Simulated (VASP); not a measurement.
# GaAs (F-43m) in VASP: a series of runs

One crystal, GaAs, is run at these levels: LDA, PBE; tasks: single point.

Program: VASP 6.6.1. These are calculated values, not measurements. Logs are shortened: lines on timing, memory, paths and dates and some standing lists are left out, and cuts for length are marked.

**Experimental background.**

From “Evidence of valence band perturbations in GaAsN/GaAs(001): A combined variable-angle spectroscopic ellipsometry and modulated photoreflectance investigation”, 2008, arxiv:0805.2212, for a bulk crystal of GaAs at 300 K: band gap 1.412 ± 0.01 eV (direct).

The runs below are set against these values where they give the same quantity.

## Step 1: The crystal as given

The structure is cubic, space group F-43m (No. 216). The conventional cell has a = 5.654 Å, b = 5.654 Å, c = 5.654 Å, α = 90.00°, β = 90.00°, γ = 90.00°. As (site symmetry -43m) is surrounded by 4 Ga at 2.45 Å. Ga (site symmetry -43m) has 4 As at 2.45 Å as nearest neighbours.

## Step 2: Single point, LDA (grid = ENCUT=400 dk=0.35 cell=2x2x2 ISMEAR=0 SIGMA=0.05 LREAL=Auto EDIFF=1e-06)

Input file INCAR:

```
PREC = Accurate
ENCUT = 400
EDIFF = 1E-6
ISMEAR = 0
SIGMA = 0.05
LREAL = Auto
LASPH = T
NELM = 120
ALGO = Fast
ISIF = 2
LWAVE = F
LCHARG = F
NBANDS = 80
```

Input file KPOINTS:

```
Automatic mesh
0
Gamma
  3 3 3
```

Input file POSCAR:

```
GaAs
1.0
    0.0000000000      5.6537000000      5.6537000000
    5.6537000000      0.0000000000      5.6537000000
    5.6537000000      5.6537000000      0.0000000000
As Ga
8 8
Direct
    0.3750000000      0.3750000000      0.3750000000
    0.3750000000      0.3750000000      0.8750000000
    0.3750000000      0.8750000000      0.3750000000
    0.3750000000      0.8750000000      0.8750000000
    0.8750000000      0.3750000000      0.3750000000
    0.8750000000      0.3750000000      0.8750000000
    0.8750000000      0.8750000000      0.3750000000
    0.8750000000      0.8750000000      0.8750000000
    0.0000000000      0.0000000000      0.0000000000
    0.0000000000      0.0000000000      0.5000000000
    0.0000000000      0.5000000000      0.0000000000
    0.0000000000      0.5000000000      0.5000000000
    0.5000000000      0.0000000000      0.0000000000
    0.5000000000      0.0000000000      0.5000000000
    0.5000000000      0.5000000000      0.0000000000
    0.5000000000      0.5000000000      0.5000000000
```

Potentials or basis: VASP PAW LDA potentials, release 64 (As, Ga_d).

Command:

```sh
$ cat potpaw_LDA.64/As/POTCAR potpaw_LDA.64/Ga_d/POTCAR > POTCAR
$ mpirun -np 1 vasp_std > vasp.out
```

OUTCAR:

```text
PREC = Accurate
   ENCUT = 400
   EDIFF = 1E-6
   ISMEAR = 0
   LREAL = Auto
   LASPH = T
   NELM = 120
   ISIF = 2

 Found      4 irreducible k-points:

 Following reciprocal coordinates:
            Coordinates               Weight
  0.000000  0.000000  0.000000      1.000000
  0.333333  0.000000  0.000000      8.000000
  0.333333  0.333333  0.000000      6.000000
 -0.333333  0.333333  0.000000     12.000000
   k-points           NKPTS =      4   k-points in BZ     NKDIM =      4   number of bands    NBANDS=     80
   number of dos      NEDOS =    301   number of ions     NIONS =     16
   total plane-waves  NPLWV = 157464
   dimension x,y,z NGX =    54 NGY =   54 NGZ =   54
   dimension x,y,z NGXF=   108 NGYF=  108 NGZF=  108
   ions per type =               8   8
   NGX,Y,Z   is equivalent  to a cutoff of  11.23, 11.23, 11.23 a.u.
   NGXF,Y,Z  is equivalent  to a cutoff of  22.46, 22.46, 22.46 a.u.
 SYSTEM =  unknown system
   PREC   = accura    normal or accurate (medium, high low for compatibility)
   ISTART =      0    job   : 0-new  1-cont  2-samecut
   ICHARG =      2    charge: 1-file 2-atom 10-const
   ISPIN  =      1    spin polarized calculation?
   LNONCOLLINEAR =      F non collinear calculations
   LSORBIT =      F    spin-orbit coupling
   LASPH  =      T    aspherical Exc in radial PAW
   ENCUT  =  400.0 eV  29.40 Ry    5.42 a.u.  13.04 13.04 13.04*2*pi/ulx,y,z
   NELM   =    120;   NELMIN=  2; NELMDL= -5     # of ELM steps
   EDIFF  = 0.1E-05   stopping-criterion for ELM
   LREAL  =      T    real-space projection
   EDIFFG = 0.1E-04   stopping-criterion for IOM
   NSW    =      0    number of steps for IOM
   IBRION =     -1    ionic relax: 0-MD 1-quasi-New 2-CG
   NFREE  =      0    steps in history (QN), initial steepest desc. (CG)
   ISIF   =      2    stress and relaxation
   ISYM   =      2    0-nonsym 1-usesym 2-fastsym
   POTIM  = 0.5000    time-step for ionic-motion
   TEBEG  =    0.0;   TEEND  =   0.0 temperature during run
   PSTRESS=    0.0 pullay stress
   NELECT =     144.0000    total number of electrons
   NUPDOWN=      -1.0000    fix difference up-down
   EMIN   =  10.00;   EMAX   =-10.00  energy-range for DOS
   EFERMI =   0.00;   METHOD = LEGACY
   ISMEAR =     0;   SIGMA  =   0.05  broadening in eV -4-tet -1-fermi 0-gaus
   EFERMI_NEDOS =   21; number of points for ismear=-14 and -15
   IALGO  =     68    algorithm
   IMIX   =      4    mixing-type and parameters
     AMIX     =   0.40;   BMIX     =  1.00
     AMIX_MAG =   1.60;   BMIX_MAG =  1.00
  volume/ion in A,a.u.               =      22.59       152.44
  Fermi-wavevector in a.u.,A,eV,Ry     =   1.204628  2.276417 19.743799  1.451128
  Thomas-Fermi vector in A             =   2.340347
   LORBIT       =      0    0 simple, 1 ext, 2 COOP (PROOUT), +10 PAW based schemes
   GGA     = CA    functional components
   LHFCALC =     F    Hartree Fock is set to
   AEXX    =    0.0000 exact exchange contribution
   IVDW    =     0    specifies the selected vdW correction
   LEPSILON=     F    determine dielectric tensor
   LRPA    =     F    only Hartree local field effects (RPA)
 non-spin polarized calculation
 RMM-DIIS sequential band-by-band and
 Gauss-broadening in eV      SIGMA  =   0.05
  energy-cutoff  :      400.00
  volume of cell :      361.43
 maximum number of plane-waves:      6615
 NGX is ok and might be reduce to    54

 number of electron     143.9999980 magnetization

 Free energy of the ion-electron system (eV)
  ---------------------------------------------------
  ext. energy  EPLUGINS =         0.00000000
  ---------------------------------------------------
  free energy    TOTEN  =       -76.88262122 eV

  energy without entropy =      -76.88262114  energy(sigma->0) =      -76.88262118

 E-fermi :   3.9784     XC(G=0):  -9.9097

 val. band max:        3.8104727798   @ k =   0.0000   0.0000   0.0000
 cond. band min:       4.1383782950   @ k =   0.0000   0.0000   0.0000
 fundamental gap:      0.3279055151
 Fermi energy:         3.9784357489

 k-point     1 :       0.0000    0.0000    0.0000
  band No.  band energies     occupation
      1     -11.2374      2.00000
      2     -11.2374      2.00000
      3     -11.2374      2.00000
      4     -11.2060      2.00000
      5     -11.2060      2.00000
      6     -11.2060      2.00000
[... 72 lines left out ...]
     79       5.1599      0.00000
     80       5.1739      0.00000

 k-point     2 :       0.3333    0.0000    0.0000
  band No.  band energies     occupation
      1     -11.2268      2.00000
      2     -11.2268      2.00000
      3     -11.2268      2.00000
      4     -11.2103      2.00000
      5     -11.2103      2.00000
      6     -11.2103      2.00000
[... 72 lines left out ...]
     79       6.0258      0.00000
     80       6.0380      0.00000

 k-point     3 :       0.3333    0.3333    0.0000
  band No.  band energies     occupation
      1     -11.2279      2.00000
      2     -11.2279      2.00000
      3     -11.2154      2.00000
      4     -11.2036      2.00000
      5     -11.2036      2.00000
      6     -11.2036      2.00000
[... 72 lines left out ...]
     79       6.3451      0.00000
     80       6.9101      0.00000

 k-point     4 :      -0.3333    0.3333    0.0000
  band No.  band energies     occupation
      1     -11.2193      2.00000
      2     -11.2190      2.00000
      3     -11.2190      2.00000
      4     -11.2118      2.00000
      5     -11.2118      2.00000
      6     -11.1922      2.00000
[... 72 lines left out ...]
     79       7.3698      0.00000
     80       7.4231      0.00000

------------------------ aborting loop because EDIFF is reached ----------------------------------------

  FORCE on cell =-STRESS in cart. coord.  units (eV):
  Direction    XX          YY          ZZ          XY          YZ          ZX
  --------------------------------------------------------------------------------------
  -------------------------------------------------------------------------------------
  Total       -4.1792617     -4.1792617     -4.1792617      0.0000000      0.0000000      0.0000000
  in kB      -18.5260092    -18.5260092    -18.5260092      0.0000000      0.0000000      0.0000000
  external PRESSURE =     -18.5260092 kB  Pullay stress =       0.0000000 kB

 VOLUME and BASIS-vectors are now :
 -----------------------------------------------------------------------------
  energy-cutoff  :      400.00
  volume of cell :      361.43
      direct lattice vectors                 reciprocal lattice vectors
     0.000000000  5.653700000  5.653700000    -0.088437660  0.088437660  0.088437660
     5.653700000  0.000000000  5.653700000     0.088437660 -0.088437660  0.088437660
     5.653700000  5.653700000  0.000000000     0.088437660  0.088437660 -0.088437660

 POSITION                                       TOTAL-FORCE (eV/Angst)
 -----------------------------------------------------------------------------------
      4.24027      4.24027      4.24027         0.000000     -0.000000      0.000000
      7.06712      7.06712      4.24027        -0.000000     -0.000000      0.000000
      7.06712      4.24027      7.06712        -0.000000     -0.000000     -0.000000
      9.89397      7.06712      7.06712         0.000000     -0.000000      0.000000
      4.24027      7.06712      7.06712         0.000000     -0.000000     -0.000000
      7.06712      9.89397      7.06712        -0.000000      0.000000     -0.000000
[... 8 lines left out ...]
      2.82685      2.82685      5.65370         0.000000      0.000000     -0.000000
      5.65370      5.65370      5.65370        -0.000000      0.000000     -0.000000
 -----------------------------------------------------------------------------------
    total drift:                               -0.000002     -0.000002     -0.000004

  FREE ENERGIE OF THE ION-ELECTRON SYSTEM (eV)
  ---------------------------------------------------
  free  energy   TOTEN  =       -76.8826212184 eV

  energy  without entropy=      -76.8826211415  energy(sigma->0) =      -76.88262118
```

It took 3 min on 1 thread of Intel Xeon 6975P-C (Granite Rapids), shared host; peak memory 0.31 GiB.

The run converged, but some of its settings lie outside the range that counts as converged, so its numbers aren't taken as properties of the crystal.

What came out:

```yaml
Free_energy: -76.8826 eV
Pressure: -1.9 GPa
Band_gap_on_the_k_mesh: 0.33 eV
```

## Step 3: Single point, LDA (grid = ENCUT=650 dk=0.45 cell=2x2x2 ISMEAR=0 SIGMA=0.05 LREAL=Auto EDIFF=1e-06)

Edit INCAR of step 2 so:

```diff
@@ -1,3 +1,3 @@
 PREC = Accurate
-ENCUT = 400
+ENCUT = 650
 EDIFF = 1E-6
```

KPOINTS is that of step 2.

POSCAR is that of step 2.

Potentials or basis: VASP PAW LDA potentials, release 64 (As, Ga_d).

Command:

```sh
$ cat potpaw_LDA.64/As/POTCAR potpaw_LDA.64/Ga_d/POTCAR > POTCAR
$ mpirun -np 1 vasp_std > vasp.out
```

Wall time 8.2 min (1 thread of Intel Xeon 6975P-C (Granite Rapids), shared host); peak memory 0.56 GiB.

The run converged, but some of its settings lie outside the range that counts as converged, so its numbers aren't taken as properties of the crystal.

Results:

```yaml
Free_energy: -76.8842 eV
Pressure: -1.7 GPa
Band_gap_on_the_k_mesh: 0.33 eV
```

## Step 4: Single point, PBE

This run uses another cell than the first one: it holds 2 atoms, not 16.

Input file INCAR:

```
SYSTEM = GaAs
ALGO = Normal
EDIFF = 1E-6
ENCUT = 520
GGA = PE
ISIF = 2
ISMEAR = 0
LASPH = .True.
LCHARG = .True.
LELF = .True.
LREAL = .False.
LVHAR = .True.
LWAVE = .False.
NBANDS = 16
NELM = 60
PREC = Accurate
SIGMA = 0.025
```

Input file KPOINTS:

```
k-points
0
Gamma
  8 8 8
  0 0 0
```

Input file POSCAR:

```
GaAs
1.0
    0.0000000000      2.8268500000      2.8268500000
    2.8268500000      0.0000000000      2.8268500000
    2.8268500000      2.8268500000      0.0000000000
As Ga
1 1
Direct
    0.7500000000      0.7500000000      0.7500000000
    0.0000000000      0.0000000000      0.0000000000
```

Potentials or basis: VASP PAW PBE potentials, release 64 (As, Ga_d).

Command:

```sh
$ cat potpaw_PBE.64/As/POTCAR potpaw_PBE.64/Ga_d/POTCAR > POTCAR
$ mpirun -np 1 vasp_std > vasp.out
```

Run time: 27 s. Hardware: 1 thread of AMD EPYC 7R43 (Zen 3), shared host; peak memory 0.14 GiB.

It converged, with:

```yaml
Free_energy: -8.2471 eV
Pressure: 3.4 GPa
Band_gap_on_the_k_mesh: 0.52 eV, direct
```

Levels at points of the mesh, in eV from the valence-band top:
| k point | band 6 | band 7 | band 8 | band 9 | band 10 | band 11 | band 12 | band 13 |
| --- | --- | --- | --- | --- | --- | --- | --- | --- |
| (0.00, 0.00, 0.00) | -12.73 | 0.00 | 0.00 | 0.00 | 0.52 | 3.73 | 3.73 | 3.73 |
| (0.50, 0.00, 0.00) | -10.96 | -6.64 | -1.14 | -1.14 | 1.00 | 4.63 | 4.63 | 7.75 |
| (0.50, 0.50, 0.00) | -10.22 | -6.82 | -2.68 | -2.68 | 1.46 | 1.65 | 10.17 | 10.17 |

## Step 5: Single point, PBE, spin-orbit coupling, no magnetisation

This run uses another cell than the first one: it holds 2 atoms, not 16.

Input file INCAR:

```
SYSTEM = GaAs
PREC = Accurate
ENCUT = 350
EDIFF = 1E-7
ISMEAR = 0
SIGMA = 0.02
LREAL = .FALSE.
LASPH = .TRUE.
NELM = 100
ALGO = Normal
ISIF = 2
LWAVE = .FALSE.
LCHARG = .FALSE.
MAGMOM = 0 0 0 0 0 0
LORBIT = 11
LSORBIT = .TRUE.
GGA_COMPAT = .FALSE.
GGA = PE
NBANDS = 34
```

Input file KPOINTS:

```
regular mesh
0
G
  10 10 10
  0 0 0
```

POSCAR is that of step 4.

Potentials or basis: VASP PAW PBE potentials, release 64 (As, Ga_d).

Command:

```sh
$ cat potpaw_PBE.64/As/POTCAR potpaw_PBE.64/Ga_d/POTCAR > POTCAR
$ mpirun -np 1 vasp_ncl > vasp.out
```

OUTCAR:

```text
SYSTEM = GaAs
   PREC = Accurate
   ENCUT = 350
   EDIFF = 1E-7
   ISMEAR = 0
   LREAL = .FALSE.
   LASPH = .TRUE.
   NELM = 100
   ISIF = 2
   LORBIT = 11
   LSORBIT = .TRUE.
   GGA = PE

 Found     73 irreducible k-points:

 Following reciprocal coordinates:
            Coordinates               Weight
  0.000000  0.000000  0.000000      1.000000
  0.100000  0.000000  0.000000      4.000000
 -0.100000  0.000000  0.000000      4.000000
  0.200000  0.000000  0.000000      4.000000
 -0.200000  0.000000  0.000000      4.000000
  0.300000  0.000000  0.000000      4.000000
   k-points           NKPTS =     73   k-points in BZ     NKDIM =     73   number of bands    NBANDS=     34
   number of dos      NEDOS =    301   number of ions     NIONS =      2
   total plane-waves  NPLWV =  13824
   dimension x,y,z NGX =    24 NGY =   24 NGZ =   24
   dimension x,y,z NGXF=    48 NGYF=   48 NGZF=   48
   ions per type =               1   1
   NGX,Y,Z   is equivalent  to a cutoff of   9.98,  9.98,  9.98 a.u.
   NGXF,Y,Z  is equivalent  to a cutoff of  19.96, 19.96, 19.96 a.u.
 SYSTEM =  GaAs
   PREC   = accura    normal or accurate (medium, high low for compatibility)
   ISTART =      0    job   : 0-new  1-cont  2-samecut
   ICHARG =      2    charge: 1-file 2-atom 10-const
   ISPIN  =      1    spin polarized calculation?
   LNONCOLLINEAR =      T non collinear calculations
   LSORBIT =      T    spin-orbit coupling
   LASPH  =      T    aspherical Exc in radial PAW
   ENCUT  =  350.0 eV  25.72 Ry    5.07 a.u.   6.10  6.10  6.10*2*pi/ulx,y,z
   NELM   =    100;   NELMIN=  2; NELMDL= -5     # of ELM steps
   EDIFF  = 0.1E-06   stopping-criterion for ELM
   LREAL  =      F    real-space projection
   EDIFFG = 0.1E-05   stopping-criterion for IOM
   NSW    =      0    number of steps for IOM
   IBRION =     -1    ionic relax: 0-MD 1-quasi-New 2-CG
   NFREE  =      0    steps in history (QN), initial steepest desc. (CG)
   ISIF   =      2    stress and relaxation
   ISYM   =      2    0-nonsym 1-usesym 2-fastsym
   POTIM  = 0.5000    time-step for ionic-motion
[... 274 lines left out ...]
      0.00000      0.00000      0.00000         0.000000      0.000000      0.000000
 -----------------------------------------------------------------------------------
    total drift:                               -0.000003     -0.000003     -0.000003

  FREE ENERGIE OF THE ION-ELECTRON SYSTEM (eV)
  ---------------------------------------------------
  free  energy   TOTEN  =        -8.2682130515 eV

  energy  without entropy=       -8.2682130515  energy(sigma->0) =       -8.26821305

 Spin-Orbit-Coupling matrix elements

 Ion:    1  E_soc:     -0.0237994
 l=   1
     0.0000000    -0.0039591    -0.0039591
    -0.0039591     0.0000000    -0.0039591
    -0.0039591    -0.0039591     0.0000000
 l=   2
     0.0000000    -0.0000036     0.0000000    -0.0000036    -0.0000039
    -0.0000036     0.0000000    -0.0000029    -0.0000036    -0.0000010
     0.0000000    -0.0000029     0.0000000    -0.0000029     0.0000000
    -0.0000036    -0.0000036    -0.0000029     0.0000000    -0.0000010
    -0.0000039    -0.0000010     0.0000000    -0.0000010     0.0000000
 l=   3
     0.0000000     0.0000000     0.0000000     0.0000000     0.0000000     0.0000000     0.0000000
     0.0000000     0.0000000     0.0000000     0.0000000     0.0000000     0.0000000     0.0000000
     0.0000000     0.0000000     0.0000000     0.0000000     0.0000000     0.0000000     0.0000000
     0.0000000     0.0000000     0.0000000     0.0000000     0.0000000     0.0000000     0.0000000
     0.0000000     0.0000000     0.0000000     0.0000000     0.0000000     0.0000000     0.0000000
     0.0000000     0.0000000     0.0000000     0.0000000     0.0000000     0.0000000     0.0000000
     0.0000000     0.0000000     0.0000000     0.0000000     0.0000000     0.0000000     0.0000000

 Ion:    2  E_soc:     -0.0119806
 l=   1
     0.0000000    -0.0011648    -0.0011648
    -0.0011648     0.0000000    -0.0011648
    -0.0011648    -0.0011648     0.0000000
 l=   2
     0.0000000    -0.0001656     0.0000000    -0.0001656    -0.0006664
    -0.0001656     0.0000000    -0.0004998    -0.0001656    -0.0001666
     0.0000000    -0.0004998     0.0000000    -0.0004998     0.0000000
    -0.0001656    -0.0001656    -0.0004998     0.0000000    -0.0001666
    -0.0006664    -0.0001666     0.0000000    -0.0001666     0.0000000
 l=   3
     0.0000000     0.0000000     0.0000000     0.0000000     0.0000000     0.0000000     0.0000000
     0.0000000     0.0000000     0.0000000     0.0000000     0.0000000     0.0000000     0.0000000
     0.0000000     0.0000000     0.0000000     0.0000000     0.0000000     0.0000000     0.0000000
     0.0000000     0.0000000     0.0000000     0.0000000     0.0000000     0.0000000     0.0000000
     0.0000000     0.0000000     0.0000000     0.0000000     0.0000000     0.0000000     0.0000000
     0.0000000     0.0000000     0.0000000     0.0000000     0.0000000     0.0000000     0.0000000
     0.0000000     0.0000000     0.0000000     0.0000000     0.0000000     0.0000000     0.0000000

 total charge

# of ion       s       p       d       tot
------------------------------------------
    1        1.210   1.599   0.031   2.840
    2        0.883   0.802   9.993  11.678
--------------------------------------------------
tot          2.092   2.401  10.024  14.518

 magnetization (x)

# of ion       s       p       d       tot
------------------------------------------
    1        0.000  -0.000   0.000  -0.000
    2        0.000  -0.000  -0.000  -0.000
--------------------------------------------------
tot          0.000  -0.000   0.000  -0.000

 magnetization (y)

# of ion       s       p       d       tot
------------------------------------------
    1       -0.000   0.000  -0.000  -0.000
    2        0.000   0.000   0.000   0.000
--------------------------------------------------
tot         -0.000   0.000   0.000  -0.000

 magnetization (z)

# of ion       s       p       d       tot
------------------------------------------
    1        0.000  -0.000   0.000   0.000
    2        0.000   0.000  -0.000  -0.000
--------------------------------------------------
tot          0.000  -0.000   0.000   0.000
```

Wall time 67 s (1 thread of Intel Xeon Platinum 8559C (Emerald Rapids), shared host); peak memory 0.25 GiB.

These settings aren't checked as converged: the numbers below hold their error.

Results:

```yaml
Free_energy: -8.2682 eV
Pressure: 3.3 GPa
Valence_electrons_inside_the_program's_atomic_spheres: As 2.84; Ga 11.68
```

Caveat: the cutoff is under 1.25 times the usual one of these potentials, so pressure, stress and relaxed cells hold a basis-set (Pulay) error.

(Part 1 of 2 ends here.)
